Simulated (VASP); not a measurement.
**MoSe2: relaxation of shape and atoms at fixed volume with PBEsol**

The system is MoSe2.

```
Mo Se
1.0
     3.22667    0.00000    0.00000
    -1.61333    2.79437    0.00000
     0.00000    0.00000   12.96234
Mo Se
2 4
Direct
  0.33333 0.66667 0.25000
  0.66667 0.33333 0.75000
  0.33333 0.66667 0.62318
  0.66667 0.33333 0.12318
  0.33333 0.66667 0.87682
  0.66667 0.33333 0.37682
```

The cell isn't the ideal one: a relaxed cell with its volume scaled by 0.96.

- Program: VASP 6.6.1
- Task: relaxation of shape and atoms at fixed volume
- Functional: PBEsol
- Potentials or basis: VASP PAW PBE potentials, release 64 (Mo_sv, Se)
- Cutoff: 600 eV
- k mesh: 9 × 9 × 2
- Occupations: gaussian, width 0.03 eV
- Spin: no spin polarisation
- Further INCAR settings: ALGO = Normal; EDIFF = 1e-07; IBRION = 2; EDIFFG = -0.01; NSW = 40; ISIF = 4

```json
{
  "Energy gained by relaxing": "11.3 meV/atom",
  "Ionic steps": "7",
  "Pressure after relaxing": "1.4 GPa",
  "Largest force after relaxing": "0.009 eV/Å",
  "Band gap on the k mesh": "0.83 eV, indirect (least direct gap 1.51 eV)"
}
```

Forces on the atoms (eV/Å):
```
Mo   0.000  0.000  0.000
Mo   0.000  0.000  0.000
Se   0.000  0.000  0.009
Se   0.000  0.000  0.009
Se   0.000  0.000 -0.009
Se   0.000  0.000 -0.009
```

The path:
```tsv
step	energy change (eV)	largest force (eV/Å)	pressure (GPa)
1	0.0000	0.6825	5.89
2	-0.0425	0.0170	2.79
3	-0.0427	0.0575	2.98
4	-0.0607	0.0387	2.26
5	-0.0679	0.0152	1.50
6	-0.0680	0.0142	1.47
7	-0.0680	0.0090	1.37
```

Final structure:
```
CELL_PARAMETERS angstrom
3.25606 0.00000 0.00000
-1.62803 2.81983 0.00000
0.00000 0.00000 12.72934
ATOMIC_POSITIONS crystal
Mo 0.33333 0.66667 0.25000
Mo 0.66667 0.33333 0.75000
Se 0.33333 0.66667 0.61887
Se 0.66667 0.33333 0.11887
Se 0.33333 0.66667 0.88113
Se 0.66667 0.33333 0.38113
```

Levels at points of the mesh, in eV from the valence-band top:
```
           k point  band 24  band 25  band 26  band 27  band 28  band 29
(0.00, 0.00, 0.00)    -1.27    -0.71     0.00     2.55     2.55     2.63
(0.00, 0.00, 0.50)    -1.51    -0.17    -0.17     2.56     2.56     2.56
```

Run time: 3.3 min on 2 MPI ranks on AMD EPYC 9R45 96-Core Processor (Zen 5) (shared host), peak memory 0.31 GiB a rank.

Caveat: the PAW data sets were made with another functional, which shifts forces and pressure a little; an odd mesh through Γ misses points on the zone boundary, where band edges often lie; this functional lacks dispersion, which binds the layers, so the pressure and a relaxed spacing across them are unreliable.
